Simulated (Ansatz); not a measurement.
A run of Ansatz 0.2.0 is set up as follows.

input.yaml

```yaml
crystal:
  lattice:
    - [3.147, 0.0, 0.0]
    - [0.0, 3.147, 0.0]
    - [0.0, 0.0, 3.147]
  atoms:
    - { symbol: Au, position: [0.0, 0.0, 0.0] }
    - { symbol: Zn, position: [0.5, 0.5, 0.5] }
hamiltonian:
  xc: pbe
  pseudopotentials: { kind: nc }
kpoints:
  mp_grid: { grid: [8, 8, 8] }
  band_path:
    path:
      - [[0.0, 0.0, 0.0], [0.0, 0.5, 0.0], [0.5, 0.5, 0.0], [0.0, 0.0, 0.0], [0.5, 0.5, 0.5], [0.0, 0.5, 0.0]]
      - [[0.5, 0.5, 0.0], [0.5, 0.5, 0.5]]
    npoints: 14
scf:
  occupations: { method: fermi_dirac, width: 0.05 }
  n_extra_bands: 6
output:
  forces: true
  stress: true
  eigenvalues: true
  fatbands: false
```

Potentials or basis: Ansatz NC.

Run with:

```bash
$ ansatz run input.yaml --threads 2 --pin off --max-ram 5632MiB --backend cpu --events-out ev --progress --plain --runs-dir out
```

Q: What does it give for the pressure?

A: 5.2 GPa.

Q: Estimate the band gap on the k mesh.

A: None (metal or under the smearing width).

Levels at the corners of the path, in eV from the Fermi level:
| point | band 15 | band 16 | band 17 | band 18 | band 19 | band 20 | band 21 | band 22 | band 23 | band 24 |
| --- | --- | --- | --- | --- | --- | --- | --- | --- | --- | --- |
| Γ | -5.32 | -5.32 | -3.62 | -3.62 | -3.62 | 5.09 | 5.09 | 5.09 | 8.97 | 12.19 |
| X | -5.69 | -5.34 | -4.81 | -4.81 | -3.79 | -2.26 | 10.48 | 11.24 | 11.24 | 11.30 |
| M | -4.95 | -3.97 | -3.97 | -3.04 | -1.88 | -1.88 | 0.96 | 2.62 | 10.50 | 12.73 |
| Γ | -5.32 | -5.32 | -3.62 | -3.62 | -3.62 | 5.09 | 5.09 | 5.09 | 8.97 | 12.19 |
| R | -6.33 | -6.33 | -2.99 | -2.99 | 1.50 | 3.69 | 3.86 | 3.86 | 3.86 | 6.00 |
| X | -5.69 | -5.34 | -4.81 | -4.81 | -3.79 | -2.26 | 10.48 | 11.24 | 11.24 | 11.30 |
| M | -4.95 | -3.97 | -3.97 | -3.04 | -1.88 | -1.88 | 0.96 | 2.62 | 10.50 | 12.73 |
| R | -6.33 | -6.33 | -2.99 | -2.99 | 1.50 | 3.69 | 3.86 | 3.86 | 3.86 | 6.00 |

Caveat: spin-orbit coupling is left out, which moves the levels of the heavy elements.
